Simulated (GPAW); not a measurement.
Crystal: Na.

```
CELL_PARAMETERS angstrom
-2.14100 2.14100 2.14100
2.14100 -2.14100 2.14100
2.14100 2.14100 -2.14100
ATOMIC_POSITIONS crystal
Na 0.00000 0.00000 0.00000
```

```yaml
Program: GPAW 26.7.0
Task: relaxation of cell and atoms
Functional: LDA
Potentials_or_basis: the program's PAW data sets (release 1.2.1) made for this functional
Cutoff: 800 eV
Basis: pw
k_mesh: 9 × 9 × 9
Occupations: fermi-dirac, width 0.05 eV
Spin: no spin polarisation
```

At the start: pressure -1.1 GPa; volume 39.26 Å³/atom.

Problem. Where does the relaxation end?

Solution. Over 4 steps the energy falls by 23.8 meV/atom and the volume is 33.39 Å³/atom (-14.9 %); space group Im-3m (No. 229, to 0.05 Å).

Step by step:
```
step  energy change (eV)  largest force (eV/Å)  pressure (GPa)  volume (Å³)
   1              0.0000                0.0000           -1.11        39.26
   2             -0.0031                0.0000           -1.06        38.80
   3             -0.0232                0.0000            0.24        32.45
   4             -0.0238                0.0000           -0.03        33.39
```

Final structure:
```
Na
1.0
    -2.02863    2.02863    2.02863
     2.02863   -2.02863    2.02863
     2.02863    2.02863   -2.02863
Na
1
Direct
  0.00000 0.00000 0.00000
```

Caveat: later steps reuse the first step's grids.
